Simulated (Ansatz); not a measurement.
TePt:

```
Pt Te
1.0
     3.95488    0.00000    0.00000
    -1.97744    3.42502    0.00000
     0.00000    0.00000    3.85976
Pt Te
1 1
Cartesian
  0.0000 0.0000 0.0000
  1.9774 1.1417 1.9299
```

Measurements of this composition are mostly on another form, of space group No. 166.

```yaml
Program: Ansatz 0.2.0
Task: relaxation of cell and atoms
Functional: r2SCAN
Potentials_or_basis: Ansatz PAW
Cutoff: "500 eV (not typed: the program's choice for these potentials)"
k_mesh: 8 × 8 × 7
Occupations: fermi-dirac, width 0.05 eV
Spin: no spin polarisation
Hubbard_terms: Pt d U = 5 eV
```

At the start: volume 26.14 Å³/atom.

How do energy, volume and symmetry change on relaxing?

It ends after 9 steps and the volume is 22.71 Å³/atom (-13.1 %); space group P-6m2 (No. 187, to 0.05 Å).

Step by step:
```
step  energy change (eV)  largest force (eV/Å)  volume (Å³)
   1              0.0000                0.0000        52.28
   2             -0.3498                0.0000        46.61
   3             -0.4118                0.0000        43.78
   4             -0.4417                0.0000        44.41
   5             -0.4720                0.0000        44.99
   6             -0.4788                0.0000        45.40
   7             -0.4785                0.0000        45.40
   8             -0.4785                0.0000        45.42
   9             -0.4785                0.0000        45.42
```

Final structure:
```yaml
crystal:
  lattice:
    - [4.11887, 0.00000, 0.00000]
    - [-2.05943, 3.56705, 0.00000]
    - [0.00000, 0.00000, 3.09151]
  atoms:
    - { symbol: Pt, position: [0.00000, 0.00000, 0.00000] }
    - { symbol: Te, position: [0.66667, 0.33333, 0.50000] }
```

Caveat: the electronic state changed during the relaxation; the plane-wave basis is chosen anew once the cell has moved, so the energies of steps on either side of that aren't comparable; U without spin polarisation on a metal has little footing; the PAW data sets come from PBE, with cores solved anew for the run's functional, which leaves a small shift of forces and pressure; the U is typed as a test and isn't derived for this compound.
